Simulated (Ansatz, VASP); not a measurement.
# Two plane-wave programs on AlRu

```
CELL_PARAMETERS angstrom
2.99160 0.00000 0.00000
0.00000 2.99160 0.00000
0.00000 0.00000 2.99160
ATOMIC_POSITIONS crystal
Ru 0.50000 0.50000 0.50000
Al 0.00000 0.00000 0.00000
```

Alike in both runs: task relaxation of cell and atoms; functional PBEsol; dispersion D3(BJ); k mesh 9 × 9 × 9; occupations fermi-dirac, width 0.05 eV; no spin polarisation.

```csv
,VASP,Ansatz
version,VASP 6.6.1,Ansatz 0.2.0
potentials or method,"VASP PAW PBE potentials, release 64 (Ru_pv, Al)",Ansatz PAW
plane-wave cutoff (eV),600,420
valence electrons in the cell,17,19
```

```csv
,VASP,Ansatz,Ansatz less VASP
"gap on the k mesh at the Fermi level, each at its own relaxed structure (eV)",none,none,-
relaxed volume (Å³/atom),12.82,12.82,+0.001
relaxed cell length with the largest relative difference (Å),2.949,2.949,+0.0001
energy change over the relaxation (meV/atom),-17,-17,-0.2
```

A gap of «none» marks a metal or a gap that the smearing closes. The two sets of potentials don't hold the same shells in valence.

Caveats: pairwise dispersion overbinds metals, which lowers pressure and volume; the PAW data sets were made with another functional, which shifts forces and pressure a little (VASP); the plane-wave basis is chosen anew once the cell has moved, so the energies of steps on either side of that aren't comparable (Ansatz); the PAW data sets come from PBE, with cores solved anew for the run's functional, which leaves a small shift of forces and pressure (Ansatz).
